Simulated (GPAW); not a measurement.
BP:

```
P B
1.0
     0.00000    2.26900    2.26900
     2.26900    0.00000    2.26900
     2.26900    2.26900    0.00000
P B
1 1
Direct
  0.75000 0.75000 0.75000
  0.00000 0.00000 0.00000
```

| Quantity | Value |
| --- | --- |
| Program | GPAW 26.7.0 |
| Task | relaxation of cell and atoms |
| Functional | BLYP |
| Dispersion | D3(BJ) |
| Potentials or basis | PAW data sets generated in the run's folder for this functional |
| Cutoff | 800 eV |
| Basis | pw |
| k mesh | 10 × 10 × 10 |
| Occupations | fermi-dirac, width 0.05 eV |
| Spin | no spin polarisation |

At the start: pressure -3.3 GPa; volume 11.68 Å³/atom.

How do energy, volume and symmetry change on relaxing?

Over 3 steps the energy falls by 2.2 meV/atom and the volume is 11.44 Å³/atom (-2.0 %); space group F-43m (No. 216, to 0.05 Å).

Step by step:
```csv
step,energy change (eV),largest force (eV/Å),pressure (GPa),volume (Å³)
1,0.0000,0.0000,-3.27,23.36
2,-0.0020,0.0000,-2.47,23.24
3,-0.0045,0.0000,0.05,22.89
```

Final structure:
```
P B
1.0
     0.00000    2.25351    2.25351
     2.25351    0.00000    2.25351
     2.25351    2.25351    0.00000
P B
1 1
Cartesian
  3.3803 3.3803 3.3803
  0.0000 0.0000 0.0000
```

Caveat: later steps reuse the first step's grids.
